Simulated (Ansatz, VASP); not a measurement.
Cl: VASP beside Ansatz

```
Cl
1.0
     3.61857    0.00000    0.00000
    -1.80929    3.13378    0.00000
     0.00000    0.00000    3.87118
Cl
2
Direct
  0.33333 0.66667 0.25000
  0.66667 0.33333 0.75000
```

Change from the starting cell: volume scaled by 0.96.

Alike in both runs: task single point; functional PBE; k mesh 19 × 19 × 10; occupations fermi-dirac, width 0.03 eV; no spin polarisation.

|  | VASP | Ansatz |
| --- | --- | --- |
| version | VASP 6.6.1 | Ansatz 0.2.0 |
| potentials or method | VASP PAW PBE potentials, release 64 (Cl), cutoff 520 eV | all-electron LAPW, scalar-relativistic |

|  | VASP | Ansatz | Ansatz less VASP |
| --- | --- | --- | --- |
| pressure (GPa) | 1.4 | 1.5 | +0.11 |
| largest component of the traceless stress (GPa) | 0.53 | 0.54 | +0.002 |

Ansatz ran all-electron here, so the differences hold the error of VASP's frozen core and of both bases.
